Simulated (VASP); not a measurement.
**GaN in VASP: one cell, several levels of theory**

Aim: gap, levels, forces and stress of rocksalt GaN, under -3.0 % biaxial strain in x and y, free along z at fixed geometry. Runs: PBE, r2SCAN. The results are then set beside those of Ansatz 0.2.0 for the same cell. This is a trial cell built on a prototype, not taken from a measured structure, and it needn't be the compound's ground state.

The runs shown are made with VASP 6.6.1. PAW datasets, plane waves. These are computed values for a spin-unpolarised cell that may be hypothetical; none is a measurement.

**1. Starting point**

The cell comes from an earlier relaxation with r2SCAN in another program, then strained, with the atoms relaxed again.

The symmetry is I4/mmm (No. 139, tetragonal); conventional cell a = 2.892 Å, c = 4.354 Å, 9.11 Å³ an atom. Ga has 6 N at 2.05–2.18 Å; N has 6 Ga at 2.05–2.18 Å.

Structure file:

```xyz
2
Lattice="0.0000 2.0453 2.1770 2.0453 0.0000 2.1770 2.0453 2.0453 0.0000" Properties=species:S:1:pos:R:3 pbc="T T T"
Ga    0.0000    0.0000    0.0000
N     2.0453    2.0453    2.1770
```

**2. PBE**

The input, INCAR:

```
ENCUT = 520.000000
SIGMA = 0.020000
EDIFF = 1.00e-07
GGA = PE
PREC = Accurate
IBRION = -1
ISIF = 2
ISMEAR = -1
NBANDS = 16
NELM = 120
NSW = 0
LASPH = .TRUE.
LCHARG = .FALSE.
LWAVE = .FALSE.
LREAL = .FALSE.
```

The input, KPOINTS:

```
KPOINTS created by Atomic Simulation Environment
0
Gamma
10 10 10
0 0 0
```

The input, KPOINTS_OPT:

```
special points
8
Reciprocal
0.0000000000 0.0000000000 0.0000000000 1
0.5000000000 0.0000000000 0.5000000000 1
0.6250000000 0.2500000000 0.6250000000 1
0.3750000000 0.3750000000 0.7500000000 1
0.5000000000 0.5000000000 0.5000000000 1
0.5000000000 0.2500000000 0.7500000000 1
0.1953120000 0.1953120000 0.3906250000 1
0.0000000000 0.5000000000 0.5000000000 1
```

The input, POSCAR:

```
Ga N
 1.0000000000000000
     0.0000000000000000    2.0452597773000001    2.1769953713999999
     2.0452597773000001    0.0000000000000000    2.1769953713999999
     2.0452597773000001    2.0452597773000001    0.0000000000000000
 Ga  N
   1   1
Cartesian
  0.0000000000000000  0.0000000000000000  0.0000000000000000
  2.0452597773000001  2.0452597773000001  2.1769953713999994
```

Potentials: the recommended PBE PAW datasets, 18 valence electrons in the neutral cell.

Started as:

```
$ mpirun -np 1 vasp_std
```

Standard output, without the iteration lines:

```text
POSCAR found type information on POSCAR GaN
 POSCAR found :  2 types and       2 ions
 LDA part: xc-table for (Slater+PW92), standard interpolation
 POSCAR, INCAR and KPOINTS ok, starting setup
 FFT: planning ... GRIDC
 FFT: planning ... GRID_SOFT
 FFT: planning ... GRID
 WAVECAR not read
 entering main loop
 Start KPOINTS_OPT (optional k-point list driver)
k-point batch [1-8\8]
```

OSZICAR:

```text
N       E                     dE             d eps       ncg     rms          rms(c)
DAV:   1     0.751285039287E+02    0.75129E+02   -0.92541E+03  3768   0.216E+03
DAV:   2    -0.864447456487E+01   -0.83773E+02   -0.78051E+02  3712   0.321E+02
DAV:   3    -0.129611624212E+02   -0.43167E+01   -0.43031E+01  3784   0.633E+01
DAV:   4    -0.129985499300E+02   -0.37388E-01   -0.37384E-01  4136   0.619E+00
DAV:   5    -0.129989865449E+02   -0.43661E-03   -0.43661E-03  3880   0.607E-01    0.751E+00
DAV:   6    -0.111281332678E+02    0.18709E+01   -0.43208E+00  4712   0.415E+01    0.241E+00
DAV:   7    -0.111211812711E+02    0.69520E-02   -0.25674E-01  3872   0.527E+00    0.159E+00
DAV:   8    -0.111081177795E+02    0.13063E-01   -0.29011E-02  3816   0.238E+00    0.486E-01
DAV:   9    -0.111063497957E+02    0.17680E-02   -0.69785E-03  4080   0.216E+00    0.111E-01
DAV:  10    -0.111063190509E+02    0.30745E-04   -0.55709E-04  3904   0.307E-01    0.126E-02
DAV:  11    -0.111063195440E+02   -0.49315E-06   -0.40198E-05  3952   0.664E-02    0.132E-02
DAV:  12    -0.111063214203E+02   -0.18763E-05   -0.19915E-06  4120   0.290E-02    0.234E-03
DAV:  13    -0.111063214158E+02    0.44602E-08   -0.23525E-07  3688   0.455E-03
   1 F= -.11106321E+02 E0= -.11106321E+02  d E =-.544112E-08
       N       E                     dE             ncg
DAV:   1     0.316366474203E+04   -0.54070E+04      288
DAV:   2     0.250002322550E+04   -0.66364E+03      312
DAV:   3     0.246792198462E+04   -0.32101E+02      296
DAV:   4     0.246763354567E+04   -0.28844E+00      320
DAV:   5     0.246762984376E+04   -0.37019E-02      312
DAV:   6     0.246762973247E+04   -0.11129E-03      336
DAV:   7     0.246762972828E+04   -0.41890E-05      320
DAV:   8     0.246762972812E+04   -0.15679E-06      336
DAV:   9     0.246762972812E+04   -0.58158E-08      216
```

The lines after F= are the extra pass for the points of KPOINTS_OPT, at fixed density; their E is not a total energy.

OUTCAR, selected sections:

```text
k-points           NKPTS =    102   k-points in BZ     NKDIM =    102   number of bands    NBANDS=     16

   NELECT =      18.0000    total number of electrons

   dimension x,y,z NGX =    24 NGY =   24 NGZ =   24
   dimension x,y,z NGXF=    48 NGYF=   48 NGZF=   48

  energy-cutoff  :      520.00
  volume of cell :       18.21
      direct lattice vectors                 reciprocal lattice vectors
     0.000000000  2.045259777  2.176995371    -0.244467723  0.244467723  0.229674351
     2.045259777  0.000000000  2.176995371     0.244467723 -0.244467723  0.229674351
     2.045259777  2.045259777  0.000000000     0.244467723  0.244467723 -0.229674351

 k-points in reciprocal lattice and weights: KPOINTS created by Atomic Simulation Env
   0.00000000  0.00000000  0.00000000       0.001
   0.10000000 -0.00000000  0.00000000       0.008
   0.20000000 -0.00000000  0.00000000       0.008
   0.30000000  0.00000000  0.00000000       0.008
   0.40000000 -0.00000000  0.00000000       0.008
   0.50000000 -0.00000000  0.00000000       0.004
   0.10000000  0.10000000  0.00000000       0.002
   0.20000000  0.10000000  0.00000000       0.008
[... 94 more k-points ...]

 E-fermi :   8.7464

 k-point     1 :       0.0000    0.0000    0.0000
  band No.  band energies     occupation
      1      -9.3476      2.00000
      2      -5.6552      2.00000
      3      -5.6129      2.00000
      4      -5.6129      2.00000
      5      -5.5639      2.00000
      6      -5.4780      2.00000
      7       7.6084      2.00000
      8       7.6084      2.00000
      9       8.1236      2.00000
     10      11.0360      0.00000
     11      22.9977      0.00000
     12      23.0300      0.00000
     13      23.5060      0.00000
     14      23.5060      0.00000
     15      24.6219      0.00000
     16      25.6394      0.00000

 k-point     2 :       0.1000   -0.0000    0.0000
  band No.  band energies     occupation
      1      -9.1458      2.00000
      2      -5.6501      2.00000
      3      -5.6211      2.00000
      4      -5.6015      2.00000
      5      -5.5679      2.00000
      6      -5.5005      2.00000
      7       6.5847      2.00000
      8       7.6667      2.00000
      9       7.9991      2.00000
     10      11.9483      0.00000
     11      20.6488      0.00000
     12      21.9832      0.00000
     13      23.1771      0.00000
     14      23.9647      0.00000
     15      25.1717      0.00000
     16      25.1973      0.00000

 k-point     3 :       0.2000   -0.0000    0.0000
  band No.  band energies     occupation
      1      -8.5599      2.00000
      2      -5.6725      2.00000
      3      -5.6614      2.00000
      4      -5.6175      2.00000
      5      -5.5236      2.00000
      6      -5.5129      2.00000
      7       4.5517      2.00000
      8       7.8297      2.00000
      9       7.9664      2.00000
     10      13.1905      0.00000
     11      18.5347      0.00000
     12      20.3296      0.00000
     13      21.5984      0.00000
     14      24.2083      0.00000
     15      25.8353      0.00000
     16      25.8457      0.00000

 k-point     4 :       0.3000    0.0000    0.0000
  band No.  band energies     occupation
      1      -7.6661      2.00000
      2      -5.7474      2.00000
      3      -5.6985      2.00000
      4      -5.6908      2.00000
      5      -5.4649      2.00000
      6      -5.4456      2.00000
      7       2.4355      2.00000
      8       7.9660      2.00000
      9       8.0566      2.00000
     10      13.5939      0.00000
     11      17.6701      0.00000
     12      18.9305      0.00000
     13      19.9108      0.00000
     14      24.2914      0.00000
     15      27.5587      0.00000
     16      27.7005      0.00000

 k-point     5 :       0.4000   -0.0000    0.0000
  band No.  band energies     occupation
      1      -6.6663      2.00000
      2      -5.8087      2.00000
      3      -5.7701      2.00000
      4      -5.7458      2.00000
      5      -5.4183      2.00000
      6      -5.3794      2.00000
      7       0.6718      2.00000
      8       7.9842      2.00000
      9       8.2660      2.00000
     10      13.2801      0.00000
     11      17.4359      0.00000
     12      18.3022      0.00000
     13      18.7449      0.00000
     14      24.7381      0.00000
     15      29.9118      0.00000
     16      30.1464      0.00000

 k-point     6 :       0.5000   -0.0000    0.0000
  band No.  band energies     occupation
      1      -6.0437      2.00000
      2      -5.8901      2.00000
      3      -5.8320      2.00000
      4      -5.7976      2.00000
      5      -5.4000      2.00000
      6      -5.3544      2.00000
      7      -0.0897      2.00000
      8       7.9955      2.00000
      9       8.3536      2.00000
     10      13.0849      0.00000
     11      17.2308      0.00000
     12      18.2827      0.00000
     13      18.3289      0.00000
     14      25.0626      0.00000
     15      32.0451      0.00000
     16      32.0928      0.00000

 k-point     7 :       0.1000    0.1000    0.0000
  band No.  band energies     occupation
      1      -9.1226      2.00000
      2      -5.6717      2.00000
      3      -5.5906      2.00000
      4      -5.5906      2.00000
      5      -5.5882      2.00000
      6      -5.4692      2.00000
      7       7.1357      2.00000
      8       7.3884      2.00000
      9       7.3884      2.00000
     10      12.1995      0.00000
     11      20.2652      0.00000
     12      21.1048      0.00000
     13      22.9557      0.00000
     14      22.9557      0.00000
     15      27.1509      0.00000
     16      27.1684      0.00000

 k-point     8 :       0.2000    0.1000    0.0000
  band No.  band energies     occupation
      1      -8.7198      2.00000
      2      -5.6831      2.00000
      3      -5.6364      2.00000
      4      -5.5749      2.00000
      5      -5.5305      2.00000
      6      -5.4701      2.00000
      7       5.4353      2.00000
      8       7.2677      2.00000
      9       7.6024      2.00000
     10      13.2748      0.00000
     11      18.2099      0.00000
     12      19.7733      0.00000
     13      22.3599      0.00000
     14      23.5576      0.00000
     15      26.7702      0.00000
     16      27.8095      0.00000

 k-point     9 :       0.3000    0.1000    0.0000
  band No.  band energies     occupation
      1      -8.0041      2.00000
      2      -5.7159      2.00000
      3      -5.6661      2.00000
      4      -5.6190      2.00000
      5      -5.4438      2.00000
      6      -5.4233      2.00000
      7       3.3696      2.00000
      8       7.3499      2.00000
      9       7.5813      2.00000
     10      14.1271      0.00000
     11      16.5579      0.00000
     12      19.0652      0.00000
     13      21.1335      0.00000
     14      24.6745      0.00000
     15      26.7484      0.00000
     16      28.8792      0.00000

 k-point    10 :       0.4000    0.1000    0.0000
  band No.  band energies     occupation
      1      -7.1557      2.00000
      2      -5.7802      2.00000
      3      -5.6983      2.00000
      4      -5.6375      2.00000
      5      -5.4066      2.00000
      6      -5.2589      2.00000
      7       1.4394      2.00000
      8       7.3497      2.00000
      9       7.6188      2.00000
     10      14.2454      0.00000
     11      15.8026      0.00000
     12      19.0534      0.00000
     13      19.8291      0.00000
     14      25.4549      0.00000
     15      27.9922      0.00000
     16      30.8164      0.00000

 k-point    11 :       0.5000    0.1000    0.0000
  band No.  band energies     occupation
      1      -6.5309      2.00000
      2      -5.8322      2.00000
      3      -5.7610      2.00000
      4      -5.6074      2.00000
      5      -5.3947      2.00000
      6      -5.0833      2.00000
      7       0.1937      2.00000
      8       7.0571      2.00000
      9       7.9873      2.00000
     10      14.0422      0.00000
     11      15.8602      0.00000
     12      18.9128      0.00000
     13      19.0750      0.00000
     14      25.9403      0.00000
     15      29.8859      0.00000
     16      32.2405      0.00000

 k-point    12 :      -0.4000    0.1000    0.0000
  band No.  band energies     occupation
      1      -6.4570      2.00000
      2      -5.8607      2.00000
      3      -5.7784      2.00000
      4      -5.6589      2.00000
      5      -5.4183      2.00000
      6      -5.1757      2.00000
      7       0.3557      2.00000
      8       6.8563      2.00000
      9       8.3055      2.00000
     10      14.0597      0.00000
     11      16.4736      0.00000
     12      18.6489      0.00000
     13      18.7308      0.00000
     14      25.7663      0.00000
     15      29.6449      0.00000
     16      31.0304      0.00000

[... the tables of k-points 13 to 102 left out ...]

  Total        2.6533697      2.6533697      0.9523535      0.0000000     -0.0000000      0.0000000
  in kB      233.4123849    233.4123849     83.7769034      0.0000000     -0.0000000      0.0000000
  external PRESSURE =     183.5338911 kB  Pullay stress =       0.0000000 kB

 POSITION                                       TOTAL-FORCE (eV/Angst)
 -----------------------------------------------------------------------------------
      0.00000      0.00000      0.00000         0.000000     -0.000000     -0.000000
      2.04526      2.04526      2.17700        -0.000000      0.000000      0.000000
 -----------------------------------------------------------------------------------
    total drift:                                0.000000     -0.000000     -0.000000

  FREE ENERGIE OF THE ION-ELECTRON SYSTEM (eV)
  ---------------------------------------------------
  free  energy   TOTEN  =       -11.1063214158 eV

  energy  without entropy=      -11.1063214104  energy(sigma->0) =      -11.10632141
```

Hardware: 1 MPI rank of Intel Xeon Platinum 8488C, shared host.

The levels at the points of KPOINTS_OPT are read from vasprun.xml.

Near the gap, in eV above the top of the last filled band v; c is the band after it:

```
point    v−1      v     c    c+1
    Γ  -0.86  -0.35  2.57  14.53
    X  -3.86  -2.98  0.54   7.54
    U  -5.94  -2.44  3.07   8.77
    K  -6.10  -2.04  3.89   9.38
    L  -0.48  -0.12  4.61   8.76
    W  -5.52  -4.99  5.62   9.99
```

PBE gives an indirect gap of 0.54 eV, from (0.20, 0.20, 0.39) to X; the least direct gap is 2.91 eV. The pressure is 18.35 GPa; the forces vanish within 0.01 eV/Å.

[end of part 1 of 2]
